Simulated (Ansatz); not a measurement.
## Si: which structure is lowest?

Level of theory: DFT, r2SCAN0, plane waves (500 eV) with PAW, scalar-relativistic (Ansatz 0.2.0). (PAW data from PBE, frozen cores regenerated.)

Each structure is relaxed within its own symmetry, so a high-lying one may be dynamically unstable.

The hybrid is evaluated at the semilocal geometry on a coarser k-mesh, and its energy is corrected by the semilocal functional's change from that mesh to the dense one.

| structure | ΔE (meV/atom) | V (Å³/atom) | cell | magnetic state |
| --- | --- | --- | --- | --- |
| diamond | 0 | 20.18 | a = 5.445 Å | spin not included |
| simple cubic | 578 | 16.05 | a = 2.523 Å | spin not included |
| hcp | 745 | 13.72 | a = 2.625 Å, c = 4.598 Å (c/a = 1.752) | spin not included |
| bcc | 775 | 14.12 | a = 3.045 Å | spin not included |
| fcc | 791 | 13.73 | a = 3.801 Å | spin not included |

ΔE counts from diamond.

Differences under about 20 meV lie within the error of the k-point mesh.
